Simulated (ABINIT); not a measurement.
# Al (Pm-3m) in ABINIT: a series of runs

Aim: see how the results for Al move with the level of theory and the settings. Levels: PBE, LDA. Tasks: single point.

Program: ABINIT 10.8.3 (patched build). These are calculated values, not measurements. Logs are shortened: lines on timing, memory, paths and dates and some standing lists are left out, and cuts for length are marked. The log counts tension as positive stress, the text compression.

### Step 1. The crystal as given

It takes space group Pm-3m (No. 221, cubic). The conventional cell has a = 2.722 Å, b = 2.722 Å, c = 2.722 Å, α = 90.00°, β = 90.00°, γ = 90.00°. Around Al (site symmetry m-3m) lie 6 Al at 2.72 Å.

The cell was built by a generator and needn't be a form met in nature.

### Step 2. Single point, PBE

run.abi

```
# Pseudopotentials
pp_dirpath "./"
pseudos "Al.GGA_PBE-JTH.xml"

# Structure
acell 3*1.0 Angstrom
rprim
     2.7217600000     0.0000000000     0.0000000000
     0.0000000000     2.7217600000     0.0000000000
     0.0000000000     0.0000000000     2.7217600000
ntypat 1
znucl 13
natom 1
typat 1
xred
     0.0000000000     0.0000000000     0.0000000000

# Plane-wave basis
ecut 18.0
pawecutdg 36.0
pawxcdev 0

# k points
kptopt 1
ngkpt 10 10 10
nshiftk 1
shiftk 0.0 0.0 0.0

# Exchange and correlation
ixc 11

# Bands and occupations
nband 6
occopt 3
tsmear 0.05 eV

# SCF cycle
nstep 100
tolvrs 1.0e-9

# Output
iomode 3
prtwf 0
prtden 0
prteig 0
prtebands 0
```

Potentials or basis: JTH PAW PBE v2.0.

The run is started by

```console
$ abinit run.abi > log 2>&1
```

run.abo:

```text
.Version 10.8.3 of ABINIT
 Symmetries : space group Pm -3 m (#221); Bravais cP (primitive cubic)
================================================================================
 Values of the parameters that define the memory need of the present run
     intxc =       0    ionmov =       0      iscf =      17    lmnmax =       8
     lnmax =       4     mgfft =      20  mpssoang =       2    mqgrid =    3001
     natom =       1  nloc_mem =       2    nspden =       1   nspinor =       1
    nsppol =       1      nsym =      48    n1xccc =       1    ntypat =       1
    occopt =       3   xclevel =       2
       mpw =         516          nfft =        8000          nkpt =          56
 PAW method is used; the additional fine FFT grid is defined by:
   mgfftf=        30    nfftf =     27000
================================================================================
================================================================================

--------------------------------------------------------------------------------
------------- Echo of variables that govern the present computation ------------
--------------------------------------------------------------------------------
 -outvars: echo values of preprocessed input variables --------
            acell      1.8897261259E+00  1.8897261259E+00  1.8897261259E+00 Bohr
              amu      2.69815390E+01
             ecut      1.80000000E+01 Hartree
                       outvar_i_n : Printing only first  50 k-points.
              ixc          11
                       outvar_i_n : Printing only first  50 k-points.
         kptrlatt       10    0    0      0   10    0      0    0   10
          kptrlen      5.14338098E+01
            natom           1
            nband           6
            ngfft          20      20      20
          ngfftdg          30      30      30
             nkpt          56
            nstep         100
             nsym          48
           ntypat           1
                       prtocc : prtvol=0, do not print more k-points.
           occopt           3
        pawecutdg      3.60000000E+01 Hartree
         pawxcdev           0
           prtden           0
        prtebands           0
           prteig           0
            prtwf           0
            rprim      2.7217600000E+00  0.0000000000E+00  0.0000000000E+00
                       0.0000000000E+00  2.7217600000E+00  0.0000000000E+00
                       0.0000000000E+00  0.0000000000E+00  2.7217600000E+00
          spgroup         221
           tolvrs      1.00000000E-09
           tsmear      1.83746611E-03 Hartree
            typat      1
           useylm           1
                       outvars : Printing only first  50 k-points.
            znucl       13.00000

================================================================================

 chkinp: Checking input parameters for consistency.

================================================================================
== DATASET  1 ==================================================================

--- !DatasetInfo
iteration_state: {dtset: 1, }
dimensions: {natom: 1, nkpt: 56, mband: 6, nsppol: 1, nspinor: 1, nspden: 1, mpw: 516, }
cutoff_energies: {ecut:  18.0, pawecutdg:  36.0, }
electrons: {nelect:   3.00000000E+00, charge:   0.00000000E+00, occopt:   3.00000000E+00, tsmear:   1.83746611E-03, }
meta: {optdriver: 0, ionmov: 0, optcell: 0, iscf: 17, paral_kgb: 0, }
...

 Exchange-correlation functional for the present dataset will be:
  GGA: Perdew-Burke-Ernzerhof functional - ixc=11
  J.P.Perdew, K.Burke, M.Ernzerhof, PRL 77, 3865 (1996)

 Real(R)+Recip(G) space primitive vectors, cartesian coordinates (Bohr,Bohr^-1):
 R(1)=  5.1433810  0.0000000  0.0000000  G(1)=  0.1944246  0.0000000  0.0000000
 R(2)=  0.0000000  5.1433810  0.0000000  G(2)=  0.0000000  0.1944246  0.0000000
 R(3)=  0.0000000  0.0000000  5.1433810  G(3)=  0.0000000  0.0000000  0.1944246
 Unit cell volume ucvol=  1.3606489E+02 bohr^3
 Angles (23,13,12)=  9.00000000E+01  9.00000000E+01  9.00000000E+01 degrees

 Coarse grid specifications (used for wave-functions):

 getcut: wavevector=  0.0000  0.0000  0.0000  ngfft=  20  20  20
         ecut(hartree)=     18.000   => boxcut(ratio)=   2.03601

 Fine grid specifications (used for densities):

 getcut: wavevector=  0.0000  0.0000  0.0000  ngfft=  30  30  30
         ecut(hartree)=     36.000   => boxcut(ratio)=   2.15951

--- Pseudopotential description ------------------------------------------------
- pspini: atom type   1  psp file is ./Al.GGA_PBE-JTH.xml
 Pseudopotential format is: paw10
 basis_size (lnmax)=  4 (lmn_size=  8), orbitals=   0   0   1   1
 Spheres core radius: rc_sph= 1.90363307
 Shapefunction is SIN type: shapef(r)=[sin(pi*r/rshp)/(pi*r/rshp)]**2
 Radius for shape functions =  1.60786206
 Compensation charge density is not taken into account in XC energy/potential

  -1.09563711E+01                                ecore*ucvol(ha*bohr**3)
--------------------------------------------------------------------------------

[... 7 lines left out ...]

     iter   Etot(hartree)      deltaE(h)  residm     nres2
 ETOT  1  -2.0844433231207    -2.084E+00 1.757E-01 1.287E-01
 ETOT  2  -2.0914315873251    -6.988E-03 1.078E-02 2.064E-02
 ETOT  3  -2.0914121584546     1.943E-05 4.901E-04 3.899E-04
 ETOT  4  -2.0914101146361     2.044E-06 4.053E-04 1.169E-05
 ETOT  5  -2.0914100625503     5.209E-08 3.812E-04 4.673E-08
 ETOT  6  -2.0914100626394    -8.907E-11 2.284E-04 2.117E-09
 ETOT  7  -2.0914100626360     3.400E-12 5.826E-04 1.883E-11

 At SCF step    7       nres2   =  1.88E-11 < tolvrs=  1.00E-09 =>converged.

 Cartesian components of stress tensor (hartree/bohr^3)
  sigma(1 1)= -9.68873566E-06  sigma(3 2)=  0.00000000E+00
  sigma(2 2)= -9.68873566E-06  sigma(3 1)=  0.00000000E+00
  sigma(3 3)= -9.68873566E-06  sigma(2 1)=  0.00000000E+00

--- !ResultsGS
iteration_state: {dtset: 1, }
comment   : Summary of ground state results
lattice_vectors:
- [  5.1433810,   0.0000000,   0.0000000, ]
- [  0.0000000,   5.1433810,   0.0000000, ]
- [  0.0000000,   0.0000000,   5.1433810, ]
lattice_lengths: [   5.14338,    5.14338,    5.14338, ]
lattice_angles: [ 90.000,  90.000,  90.000, ] # degrees, (23, 13, 12)
lattice_volume:   1.3606489E+02
convergence: {deltae:  3.400E-12, res2:  1.883E-11, residm:  5.826E-04, diffor: null, }
etotal    :  -2.09141006E+00
entropy   :   0.00000000E+00
fermie    :   2.33205188E-01
cartesian_stress_tensor: # hartree/bohr^3
- [ -9.68873566E-06,   0.00000000E+00,   0.00000000E+00, ]
- [  0.00000000E+00,  -9.68873566E-06,   0.00000000E+00, ]
- [  0.00000000E+00,   0.00000000E+00,  -9.68873566E-06, ]
pressure_GPa:   2.8505E-01
xred      :
- [  0.0000E+00,   0.0000E+00,   0.0000E+00, Al]
cartesian_forces: # hartree/bohr
- [ -0.00000000E+00,  -0.00000000E+00,  -0.00000000E+00, ]
force_length_stats: {min:   0.00000000E+00, max:   0.00000000E+00, mean:   0.00000000E+00, }
...

 Integrated electronic density in atomic spheres:
 ------------------------------------------------
 Atom  Sphere_radius  Integrated_density
    1        1.90363          0.73925109

================================================================================

 ----iterations are completed or convergence reached----

 Mean square residual over all n,k,spin=   22.503E-07; max=  58.262E-05
 reduced coordinates (array xred) for    1 atoms
       0.000000000000      0.000000000000      0.000000000000
 rms dE/dt=  0.0000E+00; max dE/dt=  0.0000E+00; dE/dt below (all hartree)
    1       0.000000000000      0.000000000000      0.000000000000

 cartesian coordinates (angstrom) at end:
    1      0.00000000000000     0.00000000000000     0.00000000000000

 cartesian forces (hartree/bohr) at end:
    1     -0.00000000000000    -0.00000000000000    -0.00000000000000
 frms,max,avg= 0.0000000E+00 0.0000000E+00   0.000E+00  0.000E+00  0.000E+00 h/b

 cartesian forces (eV/Angstrom) at end:
    1     -0.00000000000000    -0.00000000000000    -0.00000000000000
 frms,max,avg= 0.0000000E+00 0.0000000E+00   0.000E+00  0.000E+00  0.000E+00 e/A
 length scales=  1.889726125908  1.889726125908  1.889726125908 bohr
              =  1.000000000000  1.000000000000  1.000000000000 angstroms
 Fermi (or HOMO) energy (hartree) =   0.23321   Average Vxc (hartree)=  -0.33725
 Eigenvalues (hartree) for nkpt=  56  k points:
 kpt#   1, nband=  6, wtk=  0.00100, kpt=  0.0000  0.0000  0.0000 (reduced coord)
  -0.11826    0.52678    0.52678    0.56779    0.56779    0.56779
      occupation numbers for kpt#   1
   2.00000    0.00000    0.00000    0.00000    0.00000    0.00000
 prteigrs : prtvol=0 or 1, do not print more k-points.

--- !EnergyTerms
iteration_state     : {dtset: 1, }
comment             : Components of total free energy in Hartree
kinetic             :  7.60371037989458E-01
hartree             :  1.66686672994456E-02
xc                  : -1.03534553366988E+00
Ewald energy        : -2.48238244574746E+00
psp_core            : -8.05231305603574E-02
local_psp           :  5.91327915795078E-02
PAW spherical_terms :  6.70829576398728E-01
internal            : -2.09124903671056E+00
'-kT*entropy'       : -1.61061980180381E-04
total_energy        : -2.09141009869074E+00
total_energy_eV     : -5.69101679942189E+01
...

--- !EnergyTermsDC
iteration_state     : {dtset: 1, }
comment             : '"Double-counting" decomposition of free energy'
band_energy         :  2.87695226498924E-01
Ewald energy        : -2.48238244574746E+00
psp_core            : -8.05231305603574E-02
xc_dc               :  3.37206450941507E-03
PAW spherical_terms :  1.80589284643666E-01
internal            : -2.09124900065581E+00
'-kT*entropy'       : -1.61061980180381E-04
total_energy_dc     : -2.09141006263599E+00
total_energy_dc_eV  : -5.69101670131192E+01
...

--- !EnergyTermsWithPAWCore
iteration_state     : {dtset: 1, }
comment             : 'Components of total free energy, including PAW core contributions'
Total energy        : -2.42808572061770E+02
Total energy DC     : -2.42808572025715E+02
Total energy (eV)   : -6.60715783820793E+03
Total energy DC (eV): -6.60715783722683E+03
...

 Cartesian components of stress tensor (hartree/bohr^3)
  sigma(1 1)= -9.68873566E-06  sigma(3 2)=  0.00000000E+00
  sigma(2 2)= -9.68873566E-06  sigma(3 1)=  0.00000000E+00
  sigma(3 3)= -9.68873566E-06  sigma(2 1)=  0.00000000E+00

-Cartesian components of stress tensor (GPa)         [Pressure=  2.8505E-01 GPa]
- sigma(1 1)= -2.85052444E-01  sigma(3 2)=  0.00000000E+00
- sigma(2 2)= -2.85052444E-01  sigma(3 1)=  0.00000000E+00
- sigma(3 3)= -2.85052444E-01  sigma(2 1)=  0.00000000E+00

== END DATASET(S) ==============================================================
================================================================================

 -outvars: echo values of variables after computation  --------
            acell      1.8897261259E+00  1.8897261259E+00  1.8897261259E+00 Bohr
           etotal     -2.0914100626E+00
            fcart     -0.0000000000E+00 -0.0000000000E+00 -0.0000000000E+00
            rprim      2.7217600000E+00  0.0000000000E+00  0.0000000000E+00
                       0.0000000000E+00  2.7217600000E+00  0.0000000000E+00
                       0.0000000000E+00  0.0000000000E+00  2.7217600000E+00
           strten     -9.6887356555E-06 -9.6887356555E-06 -9.6887356555E-06
                       0.0000000000E+00  0.0000000000E+00  0.0000000000E+00
 Calculation completed.
```

It took 2.7 s on 1 thread of Arm Neoverse V2, shared host; peak memory 0.07 GiB.

What came out:

```
Free energy                                           : -56.9102 eV
Pressure                                              : 0.3 GPa
Band gap on the k mesh                                : none (metal or under the smearing width)
Valence electrons inside the program's atomic spheres : Al 0.74 (radii [1.0074] Å)
```

### Step 3. Single point, LDA

run.abi: that of step 2 with these lines changed.

```diff
@@ -20,3 +20,2 @@
 pawecutdg 36.0
-pawxcdev 0
 
@@ -29,3 +28,3 @@
 # Exchange and correlation
-ixc 11
+ixc 7
```

Potentials or basis: JTH PAW PBE v2.0.

The run is started by

```console
$ abinit run.abi > log 2>&1
```

Run time: 2.1 s. Hardware: 1 thread of Arm Neoverse V2, shared host; peak memory 0.06 GiB.

Results (log left out):

```yaml
Free_energy: -57.4901 eV
Pressure: -1.7 GPa
Band_gap_on_the_k_mesh: none (metal or under the smearing width)
Valence_electrons_inside_the_program's_atomic_spheres: Al 0.76 (radii [1.0074] Å)
```

Levels at points of the mesh, in eV from the Fermi level:
```
           k point  band 1  band 2  band 3  band 4
(0.00, 0.00, 0.00)   -9.56    8.15    8.15    9.02
(0.50, 0.00, 0.00)   -5.24   -4.08   10.72   12.45
(0.50, 0.50, 0.00)   -0.56   -0.56   -0.37    2.30
(0.50, 0.50, 0.50)    2.80    2.80    2.80    5.70
```

Caveat: the PAW data sets were made with another functional, which shifts forces and pressure a little.
